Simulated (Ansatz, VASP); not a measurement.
# Two plane-wave programs on HfO2

```
CELL_PARAMETERS angstrom
0.00000 2.55750 2.55750
2.55750 0.00000 2.55750
2.55750 2.55750 0.00000
ATOMIC_POSITIONS crystal
Hf 0.00000 0.00000 0.00000
O 0.07405 0.25000 0.25000
O 0.75000 0.75000 0.75000
```

Alike in both runs: task single point; functional PBE; k mesh 8 × 8 × 8; occupations gaussian, width 0.05 eV; no spin polarisation.

|  | VASP | Ansatz |
| --- | --- | --- |
| version | VASP 6.6.1 | Ansatz 0.2.0 |
| potentials or method | VASP PAW PBE potentials, release 64 (Hf_pv, O) | scalar-relativistic, plane waves, PAW |
| plane-wave cutoff (eV) | 520 | 420 |
| valence electrons in the cell | 22 | 38 |

|  | VASP | Ansatz | Ansatz less VASP |
| --- | --- | --- | --- |
| gap on the k mesh at the Fermi level (eV) | 3.54 | 3.54 | +0.001 |
| least direct gap on the mesh (eV) | 3.81 | 3.83 | +0.017 |
| rms of the force components (eV/Å) | 4.844 | 4.845 | +0.0010 |

Atom by atom the forces differ by 0.014 eV/Å (rms over components). The two sets of potentials don't hold the same shells in valence.

Caveats: spin-orbit coupling is left out, which moves the levels of the heavy elements; forces of over 1 eV/Å show positions far from the minimum, so gaps and moduli don't describe the material at rest. A k mesh can miss the band edges.
